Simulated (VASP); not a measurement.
# Settings for HgTe: self-consistent run

HgTe, P1 (no. 1), 2 atoms in the cell. PBE; PAW potentials Hg, Te (PBE set). VASP 6.6.1. The atoms are moved at random off their ideal places.

Wanted: energy within 1 meV/atom; forces within 0.005 eV/Å; pressure within 0.1 GPa.

POSCAR:
```
HgTe
1.0
    0.0000000000      3.2145000000      3.2145000000
    3.2145000000      0.0000000000      3.2145000000
    3.2145000000      3.2145000000      0.0000000000
Hg Te
1 1
Direct
    0.0009850000     -0.0030580000     -0.0000240000
    0.7442790000      0.7477940000      0.7543600000
```

## FFT grids and symmetry tolerance typed by hand

| FFT grids and symmetry tolerance typed by hand | Energy less reference (meV/atom) | Forces, largest deviation (eV/Å) | Pressure (GPa) | SCF iterations | Time (s) |
|---|---|---|---|---|---|
| default | 0.0 | 0.0000 | 4.69 | 15 | 31 |
| NGX, NGY, NGZ = 40, 40, 40 | 0.0 | 0.0002 | 4.69 | 15 | 56 |
| NGX, NGY, NGZ = 24, 24, 24 | 0.0 | 0.0000 | 4.69 | 15 | 15 |
| NGX, NGY, NGZ = 20, 20, 20 | -0.1 | 0.0006 | 4.69 | 15 | 13 |
| NGX, NGY, NGZ = 18, 18, 18 | -0.2 | 0.0003 | 4.70 | 15 | 12 |
| NGXF, NGYF, NGZF = 46, 46, 46 | 0.0 | 0.0000 | 4.69 | 15 | 29 |
| NGXF, NGYF, NGZF = 90, 90, 90 | 0.0 | 0.0001 | 4.69 | 15 | 33 |
| SYMPREC = 0.001 | -0.8 | 0.0061 | 4.69 | 16 | 20 |
| SYMPREC = 1e-08 | 0.0 | 0.0000 | 4.69 | 15 | 29 |
| EWALD_CUTOFF = 2.0 | -1468.8 | 0.1145 | -15.94 | 15 | 32 |
| EWALD_CUTOFF = 8.0 | 0.0 | 0.0000 | 4.69 | 15 | 29 |

## Question

For each series: keep the first row unless others stay within half of the tolerance and take at least 30 % less time, and then take the fastest.

## Answer

- FFT grids and symmetry tolerance typed by hand: NGX, NGY, NGZ = 18, 18, 18

## The input

INCAR:
```
SYSTEM = HgTe
  ALGO = Normal
  EDIFF = 1E-7
  ENCUT = 400
  ISIF = 2
  ISMEAR = 0
  LASPH = .True.
  LCHARG = .False.
  LREAL = .False.
  LWAVE = .False.
  NELM = 100
  NGX = 18
  NGY = 18
  NGZ = 18
  PREC = Accurate
  SIGMA = 0.02
```

KPOINTS:
```
k-points
0
Gamma
  6 6 6
```

Commands:
```
cat potpaw_PBE.64/Hg/POTCAR potpaw_PBE.64/Te/POTCAR > POTCAR
mpirun -np 1 vasp_std > vasp.out
```

The chosen input took VASP 6.6.1 12 s on 1 core (Intel Xeon 6975P-C (Granite Rapids)), a shared host.

## An input that fails: an FFT grid typed too coarse

It runs to its end, but against the unchanged starting input it is off by 37.0 meV/atom in the energy, 0.0323 eV/Å in the forces, 0.48 GPa in the pressure.

Changes against the starting input:
```
+ NGX = 12
+ NGY = 12
+ NGZ = 12
```
